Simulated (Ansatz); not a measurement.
Geometry optimisation in Ansatz: input, command and trajectory.

```yaml
crystal:
  lattice:
    - [3.839196, 0.0, 0.0]
    - [0.0, 3.839196, 0.0]
    - [0.0, 0.0, 3.839196]
  atoms:
    - { symbol: K, position: [0.0, 0.0, 0.0] }
    - { symbol: Cl, position: [0.5, 0.5, 0.5390706804] }
basis:
  ecutwfc: 420
kpoints:
  mp_grid: { grid: [6, 6, 6] }
hamiltonian:
  xc: pbesol
scf:
  occupations: { method: gaussian, width: 0.02 }
output:
  forces: true
  stress: true
  eigenvalues: true
relax:
  adjacent_minimum: "off"
  f_tol: 0.02
  max_steps: 40
  cell: { stress_tol: 0.1 }
```

```bash
ansatz run input.yaml --threads 1 --pin off --max-ram 1331MiB --backend cpu --events-out ev --progress --plain --runs-dir out
```

Theory: DFT PBEsol, scalar-relativistic, plane waves, PAW (Ansatz).

Of 5 frames 5 are shown, positions in Å and forces in eV/Å; the SCF threshold varies from step to step. Steps run on the plane waves of an earlier cell, with a Pulay correction in the pressure. The basis is chosen afresh for the last frame, the zero of the energies, and can be on the way; energy and pressure step there, also at an unchanged geometry.

```xyz
2
Lattice="3.8392 0.0000 0.0000 0.0000 3.8392 0.0000 0.0000 0.0000 3.8392" Properties=species:S:1:pos:R:3:forces:R:3 pbc="T T T" step=1 free_energy_over_end_meV_per_atom=13.32 pressure_GPa=-1.31
K     0.0000    0.0000    0.0000    0.0000    0.0000    0.0730
Cl    1.9196    1.9196    2.0696    0.0000    0.0000   -0.0730
2
Lattice="3.7977 0.0000 0.0000 0.0000 3.7977 0.0000 0.0000 0.0000 3.7994" Properties=species:S:1:pos:R:3:forces:R:3 pbc="T T T" step=2 free_energy_over_end_meV_per_atom=5.97 pressure_GPa=-0.85
K     0.0000    0.0000    0.0171    0.0000    0.0000    0.0720
Cl    1.8989    1.8989    2.0310    0.0000    0.0000   -0.0720
2
Lattice="3.7114 0.0000 0.0000 0.0000 3.7114 0.0000 0.0000 0.0000 3.7108" Properties=species:S:1:pos:R:3:forces:R:3 pbc="T T T" step=3 free_energy_over_end_meV_per_atom=2.74 pressure_GPa=0.56
K     0.0000    0.0000    0.1159    0.0000    0.0000   -0.0880
Cl    1.8557    1.8557    1.8845    0.0000    0.0000    0.0880
2
Lattice="3.7360 0.0000 0.0000 0.0000 3.7360 0.0000 0.0000 0.0000 3.7392" Properties=species:S:1:pos:R:3:forces:R:3 pbc="T T T" step=4 free_energy_over_end_meV_per_atom=-0.01 pressure_GPa=0.02
K     0.0000    0.0000    0.0753    0.0000    0.0000   -0.0040
Cl    1.8680    1.8680    1.9404    0.0000    0.0000    0.0040
2
Lattice="3.7360 0.0000 0.0000 0.0000 3.7360 0.0000 0.0000 0.0000 3.7392" Properties=species:S:1:pos:R:3:forces:R:3 pbc="T T T" step=5 free_energy_over_end_meV_per_atom=0.00 pressure_GPa=0.02
K     0.0000    0.0000    0.0753    0.0000    0.0000   -0.0040
Cl    1.8680    1.8680    1.9404    0.0000    0.0000    0.0040
```

Time: 27 s on 1 thread of Arm Neoverse N1, on a shared host, peak memory 0.33 GiB.